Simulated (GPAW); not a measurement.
**Fe in GPAW: the effect of target pressure**

The system is Fe.

```
CELL_PARAMETERS angstrom
-1.44300 1.44300 1.44300
1.44300 -1.44300 1.44300
1.44300 1.44300 -1.44300
ATOMIC_POSITIONS crystal
Fe 0.00000 0.00000 0.00000
```

Alike in all runs:

```yaml
Program: GPAW 26.7.0
Task: relaxation of cell and atoms
Functional: PBEsol
Potentials_or_basis: PAW data sets generated in the run's folder for this functional
Cutoff: 600 eV
Basis: pw
k_mesh: 10 × 10 × 10
Occupations: fermi-dirac, width 0.05 eV
Spin: collinear spin, ferromagnetic start
Starting_moments: "[3.0] μB"
```

Each run relaxes the cell or the atoms first.

```tsv
target pressure	target pressure	relaxed volume (Å³/atom)	moment (μB)
0 GPa	-	10.98	2.13
2 GPa	2 GPa	10.89	2.12
5 GPa	5 GPa	?	?
10 GPa	10 GPa	10.56	2.09
20 GPa	20 GPa	10.18	2.00
30 GPa	30 GPa	9.88	1.93
```

Problem. What does the run with target pressure 5 GPa give?

Solution. Relaxed volume 10.77 Å³/atom; moment 2.11 μB.

Worked out: In Murnaghan's law V^(-B') rises as a straight line in P. The other rows fit best with B' = 3.6, V0 = 10.98 Å³/atom and B0 = 232 GPa, which gives 10.76 Å³/atom at 5 GPa, against the run's 10.77. A parabola through the other rows of the moment, of slope -0.00529 μB per GPa there, gives 2.11 μB, against the run's 2.11.

Caveats: each step starts from the last one's moments, so a moment once lost doesn't come back; later steps reuse the first step's grids; the volume moved by over 15 % at a fixed basis, so the end points are rough (some runs).

Runs at the PBE level aren't shown here.
